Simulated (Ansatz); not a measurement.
Set up this calculation in Ansatz 0.2.0, as the native input.

| Property | Result |
| --- | --- |
| Task | single point |
| Functional | PBE |
| Potentials or basis | Ansatz PAW |
| Cutoff | 420 eV (not typed: the program's choice for these potentials) |
| k mesh | 13 × 13 × 13 |
| Occupations | gaussian, width 0.023 eV |
| Spin | no spin polarisation |

Si:

```
Si
1.0
    -1.62691    1.62691    1.32033
     1.62691   -1.62691    1.32033
     1.62691    1.62691   -1.32033
Si
1
Direct
  0.00000 0.00000 0.00000
```

This isn't the form of Si at room conditions, which is diamond.

One way to write it, as run:

input.yaml

```yaml
crystal:
  lattice:
    - [-1.62691493, 1.62691493, 1.32032985]
    - [1.62691493, -1.62691493, 1.32032985]
    - [1.62691493, 1.62691493, -1.32032985]
  atoms:
    - { symbol: Si, position: [0.0, 0.0, 0.0] }
hamiltonian:
  xc: pbe
  pseudopotentials: { kind: paw }
kpoints:
  mp_grid: { grid: [13, 13, 13] }
scf:
  occupations: { method: gaussian, width: 0.023 }
output:
  forces: true
  stress: true
  eigenvalues: true
  write_density: true
  write_potential: true
  elf: true
  volumetric_format: npy
```

Potentials or basis: Ansatz PAW.

Run with:

```bash
$ ansatz run input.yaml --threads 2 --pin off --max-ram 5632MiB --backend cpu --events-out ev --progress --plain --runs-dir out
```

Results of the run:

The pressure is 3.4 GPa. The band gap on the k mesh is none (metal or under the smearing width).

It took 1 s on 2 threads of Arm Neoverse V2 (shared host), peak memory 0.27 GiB.
